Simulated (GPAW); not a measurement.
# GaP (F-43m) in GPAW: further runs

One crystal, GaP, is run at these levels: BLYP+D3(BJ), BEEF-vdW, OLYP, revPBE+D3; tasks: equation of state, band structure.

All numbers are computed with GPAW 26.7.0; they aren't measurements. Logs are shortened: lines on timing, memory, paths and dates and some standing lists are left out, and cuts for length are marked. The log counts tension as positive stress, the text compression.

**What was measured.**

From “Phosphorous dimerization in GaP at high pressure”, 2017, arxiv:1709.06667, for a bulk crystal of GaP: bulk modulus 87.5 ± 0.6 GPa.

“Stacking defects in GaP nanowires: Electronic structure and optical properties”, 2018, arxiv:1810.01194 quotes, for a bulk crystal of GaP at 10 K: band gap 2.34 eV (indirect).

The runs below are set against these values where they give the same quantity.

## (1) Starting point

The structure is cubic, space group F-43m (No. 216). The conventional cell has a = 5.451 Å, b = 5.451 Å, c = 5.451 Å, α = 90.00°, β = 90.00°, γ = 90.00°. Around Ga (site symmetry -43m) lie 4 P at 2.36 Å. Around P (site symmetry -43m) lie 4 Ga at 2.36 Å.

## (2) Equation of state, BLYP+D3(BJ)

Input file run.py:

```python
from ase import Atoms
from ase.calculators.mixing import SumCalculator
from ase.eos import EquationOfState
from ase.io import Trajectory
from ase.units import GPa
from dftd3.ase import DFTD3
from gpaw import GPAW, PW, setup_paths

setup_paths.insert(0, '.')

atoms = Atoms(['Ga', 'P'],
              cell=[[0.0, 2.72525, 2.72525],
                    [2.72525, 0.0, 2.72525],
                    [2.72525, 2.72525, 0.0]],
              scaled_positions=[[0.0, 0.0, 0.0],
                                [0.75, 0.75, 0.75]],
              pbc=True)

traj = Trajectory('eos.traj', 'w')
volumes, energies = [], []
for x in [0.94, 0.96, 0.98, 1.0, 1.02, 1.04, 1.06]:
    a = atoms.copy()
    a.set_cell(atoms.cell * x**(1 / 3), scale_atoms=True)
    calc = GPAW(mode=PW(600),
                xc='BLYP',
                kpts={'size': (8, 8, 8), 'gamma': True},
                occupations={'name': 'fermi-dirac', 'width': 0.05},
                nbands=11,
                convergence={'density': 1e-05, 'energy': 1e-05},
                eigensolver='davidson',
                maxiter=150,
                txt=f'eos-{x:.2f}.txt')
    a.calc = SumCalculator([calc, DFTD3(method='blyp', damping='d3bj')])
    energies.append(a.get_potential_energy())
    volumes.append(a.get_volume())
    p = -a.get_stress()[:3].mean() / GPa
    calc.write(f'eos-{x:.2f}.gpw')
    traj.write(a)
    print(f'{x:.2f} {volumes[-1]:10.4f} A^3 {energies[-1]:14.6f} eV {p:9.3f} GPa', flush=True)

v0, e0, B = EquationOfState(volumes, energies, eos='birchmurnaghan').fit()
print(f'V0 = {v0:.4f} A^3, E0 = {e0:.6f} eV, B0 = {B / GPa:.2f} GPa')
```

Potentials or basis: PAW data sets generated in the run's folder for this functional, pw.

On the command line:

```
$ gpaw-setup -f BLYP Ga P
$ OMP_NUM_THREADS=1 python run.py
```

Log:

```text
__  _  _
 | _ |_)|_||  |
 |__||  | ||/\| - 26.7.0

Input parameters:
  mode=PW(ecut=600.0),
  convergence={'density': 1e-05, 'energy': 1e-05},
  eigensolver=Davidson(niter=2),
  kpts=MonkhorstPack(size=(8, 8, 8), gamma=True),
  maxiter=150,
  nbands=11,
  occupations=Occupations(name='fermi-dirac', width=0.05),
  xc=XC(name='BLYP')

Diagonalizing LCAO Hamiltonian
Converting LCAO to pw mode

                    P

       Ga

Atoms  # Å, Bohr magnetons
|   | symbol |        x |        y |        z |    initial magnetic moments |
|---|--------|----------|----------|----------|-----------------------------|
| 0 |     Ga | 0.000000 | 0.000000 | 0.000000 | ( 0.0000,  0.0000,  0.0000) |
| 1 |      P | 4.004426 | 4.004426 | 4.004426 | ( 0.0000,  0.0000,  0.0000) |

Unit cell  # Å
| periodic |        x |        y |        z |  lengths |    angles |
|----------|----------|----------|----------|----------|-----------|
|      yes | 0.000000 | 2.669617 | 2.669617 | 3.775409 | 60.000000 |
|      yes | 2.669617 | 0.000000 | 2.669617 | 3.775409 | 60.000000 |
|      yes | 2.669617 | 2.669617 | 0.000000 | 3.775409 | 60.000000 |

Number of symmetries: 24
Symmetry operations  # r_c * U_cc + t_c -> r_c
|    | kind |            matrix            |
|----|------|------------------------------|
|  0 |  E   |  1, 0, 0,  0, 1, 0,  0, 0, 1 |
|  1 |  σ   |  1, 0, 0,  0, 0, 1,  0, 1, 0 |
|  2 |  σ   |  1, 0,-1,  0, 1,-1,  0, 0,-1 |
|  3 |  C3  |  1, 0,-1,  0, 0,-1,  0, 1,-1 |
|  4 |  C3  |  1,-1, 0,  0,-1, 1,  0,-1, 0 |
|  5 |  σ   |  1,-1, 0,  0,-1, 0,  0,-1, 1 |
|  6 |  σ   |  0, 1, 0,  1, 0, 0,  0, 0, 1 |
|  7 |  C3  |  0, 1, 0,  0, 0, 1,  1, 0, 0 |
|  8 |  C2  |  0, 1,-1,  1, 0,-1,  0, 0,-1 |
|  9 |  S4  |  0, 1,-1,  0, 0,-1,  1, 0,-1 |
| 10 |  C3  |  0, 0, 1,  1, 0, 0,  0, 1, 0 |
| 11 |  σ   |  0, 0, 1,  0, 1, 0,  1, 0, 0 |
| 12 |  S4  |  0, 0,-1,  1, 0,-1,  0, 1,-1 |
| 13 |  C3  |  0, 0,-1,  0, 1,-1,  1, 0,-1 |
| 14 |  S4  |  0,-1, 1,  1,-1, 0,  0,-1, 0 |
| 15 |  C2  |  0,-1, 1,  0,-1, 0,  1,-1, 0 |
| 16 |  C3  |  0,-1, 0,  1,-1, 0,  0,-1, 1 |
| 17 |  S4  |  0,-1, 0,  0,-1, 1,  1,-1, 0 |
| 18 |  S4  | -1, 1, 0, -1, 0, 1, -1, 0, 0 |
| 19 |  C3  | -1, 1, 0, -1, 0, 0, -1, 0, 1 |
| 20 |  C3  | -1, 0, 1, -1, 1, 0, -1, 0, 0 |
| 21 |  S4  | -1, 0, 1, -1, 0, 0, -1, 1, 0 |
| 22 |  σ   | -1, 0, 0, -1, 1, 0, -1, 0, 1 |
| 23 |  C2  | -1, 0, 0, -1, 0, 1, -1, 1, 0 |

BZ-sampling:
  Number of BZ points: 512
  Number of IBZ points: 29

  Monkhorst-Pack size: [8, 8, 8]
  Monkhorst-Pack shift: [0.0625, 0.0625, 0.0625]

K-points  # in reciprocal-cell coordinates
|     |                                coordinates |     weight |
|-----|--------------------------------------------|------------|
|   0 | (  0.00000000,   0.00000000,   0.00000000) | 0.00195312 |
|   1 | (  0.12500000,   0.12500000,   0.00000000) | 0.01171875 |
|   2 | (  0.12500000,   0.12500000,   0.12500000) | 0.01562500 |
|   3 | (  0.25000000,   0.12500000,   0.12500000) | 0.02343750 |
|   4 | (  0.25000000,   0.25000000,   0.00000000) | 0.01171875 |
|   5 | (  0.25000000,   0.25000000,   0.12500000) | 0.04687500 |
|   6 | (  0.25000000,   0.25000000,   0.25000000) | 0.01562500 |
|   7 | (  0.37500000,   0.25000000,  -0.37500000) | 0.04687500 |
|   8 | (  0.37500000,   0.25000000,   0.12500000) | 0.04687500 |
|   9 | (  0.37500000,   0.25000000,   0.25000000) | 0.04687500 |
| ... |                                            |            |
|  28 | (  0.50000000,   0.50000000,   0.50000000) | 0.00781250 |

Plane wave coefficients: 1287
Cutoff: 600.0 eV

Spin-components: 1 (collinear spins)
Bands:           11
Projectors:      10
Spin-degeneracy: 2
Datatype:        complex128

Parallelization:
  kpt:    1
  domain: 1
  band:   1

Density:
  Valence electrons: 8.0
  Components: 1
  Grid points: [24 24 24]
  Charge: 0.0  # |e|

Potential:
  Grid points: [24 24 24]

species:
  Ga:
    name:    Gallium
    Z:       31.0
    valence: 3
    core:    28
    charge:  0.0  # [|e|]
    compensation charges:
      type: gauss
      rc: 0.37  # [Å]
      lmax: 2
    cutoffs:
      filter: 2.06  # [Å]
      core: 4.17  # [Å]
    projectors
    | kind |    occ | energy [eV] | rcut [Å] |
    |------|--------|-------------|----------|
    |   4s |  2.000 |      -8.903 |    1.164 |
    |   4p |  1.000 |      -2.515 |    1.164 |
    |    s |        |      18.309 |    1.164 |
    |    p |        |      24.697 |    1.164 |
    |    d |        |       0.000 |    1.164 |

    Using partial waves for Ga as LCAO basis

  P:
    name:    Phosphorus
    Z:       15.0
    valence: 5
    core:    10
    charge:  0.0  # [|e|]
    compensation charges:
      type: gauss
      rc: 0.30  # [Å]
      lmax: 2
    cutoffs:
      filter: 1.69  # [Å]
      core: 1.81  # [Å]
    projectors
    | kind |    occ | energy [eV] | rcut [Å] |
    |------|--------|-------------|----------|
    |   3s |  2.000 |     -13.831 |    0.953 |
    |   3p |  3.000 |      -5.357 |    0.953 |
    |    s |        |      13.380 |    0.953 |
    |    p |        |      21.855 |    0.953 |
    |    d |        |       0.000 |    0.953 |

    Using partial waves for P as LCAO basis

Reference energy: -62202.908923  # eV

eigensolver:
  Davidson
  Converge bands: occupied
  niter=2

density mixing:
  MSR1-Mixer
  Pratt-step length: 0.05
  Maximum mixing coefficient: 0.75
  Old densities: 10
  SVD Regularization: 0.005
  Good broyden scale: 1.0
  Trust region scale: 1.0
  Backstep threshold: 4.0
  History deletion threshold: 6.0
  Fourier metric: weight=20.0, sigma=0.015

occupation numbers:
  Fermi-Dirac:
    width: 0.0500  # eV

poisson solver:
  ecut: 4800.0  # eV

xc functional:
  name: BLYP with 2 nearest neighbor stencil

convergence criteria:
[... 6 lines left out ...]
|iter     | |      energy | eigst |  dens |
|---------|-|-------------|-------|-------|
|iter:   1| |   -7.693491 | -0.18 |       |
|iter:   2| |   -7.653116 | -1.98 | -0.81 |
|iter:   3| |   -7.453539 | -1.63 | -0.83 |
|iter:   4| |   -7.448441 | -3.20 | -1.54 |
|iter:   5| |   -7.448951 | -4.13 | -1.89 |
|iter:   6| |   -7.448982 | -4.99 | -2.62 |
|iter:   7| |   -7.448984c| -6.20 | -3.45 |
|iter:   8| |   -7.448985c| -7.08 | -4.01 |
|iter:   9| |   -7.448985c| -8.14c| -5.01c|

Converged in 9 steps
Energy contributions relative to reference atoms: (reference = -62202.908923)

Energy contributions:
  Kinetic:          37.895192
  Coulomb:         -32.817961
  Zero:              0.020887
  External:          0.000000
  Xc:              -12.547102
  Entropy:          -0.000000
  Spinorbit:         0.000000
  ----------------------------
  Free energy:      -7.448985
  Extrapolated:     -7.448985

dipole moment: (-10.621818, -10.621818, -10.621818)  # |e|*Ang

Fermi level: 6.866
Eigenvalues  # (at kpt = [0.000, 0.000, 0.000])
| band index |      eig [eV] | occ [0-2] |
|------------|---------------|-----------|
|          0 |        -6.886 |     2.000 |
|          1 |         6.035 |     2.000 |
|          2 |         6.035 |     2.000 |
|          3 |         6.035 |     2.000 |
|          4 |         8.372 |     0.000 |
|          5 |        10.003 |     0.000 |
|          6 |        10.003 |     0.000 |
|          7 |        10.003 |     0.000 |
|          8 |        15.416 |     0.000 |
|          9 |        15.932 |     0.000 |
|         10 |        15.978 |     0.000 |

Gap: 1.711 eV
Transition (v -> c):
  (s=0, k=0, n=3, [0.00, 0.00, 0.00]) -> (s=0, k=12, n=4, [0.38, 0.38, 0.00])
Direct/indirect transitions are different
Direct gap: 2.337 eV
Transition at: (s=0, k=0, n=3, [0.00, 0.00, 0.00])

Stress tensor  # eV/Ang^3
|         x |         y |         z |
|-----------|-----------|-----------|
| -0.095733 | -0.000000 | -0.000000 |
| -0.000000 | -0.095733 |  0.000000 |
| -0.000000 |  0.000000 | -0.095733 |

# Writing to eos-0.94.gpw (mode='')
```

Wall time 46 s (1 thread of AMD EPYC 7B13 (Zen 3), shared host); peak memory 0.19 GiB.

Results:

```
Equilibrium volume                      : 20.65 Å³/atom
Bulk modulus                            : 83 GPa
Pressure derivative of the bulk modulus : 4.7
```

Energy against volume, from the lowest point:
| volume (Å³/atom) | energy (meV/atom) |
| --- | --- |
| 19.026 | 39.06 |
| 19.431 | 21.19 |
| 19.836 | 9.13 |
| 20.240 | 2.24 |
| 20.645 | 0.00 |
| 21.050 | 1.89 |
| 21.455 | 7.49 |

Caveat: the data sets keep Ga 3d, Li 1s and Be 1s frozen, and some such compounds lay over 1.5 % in volume off other programs.

(Part 1 of 2 ends here.)
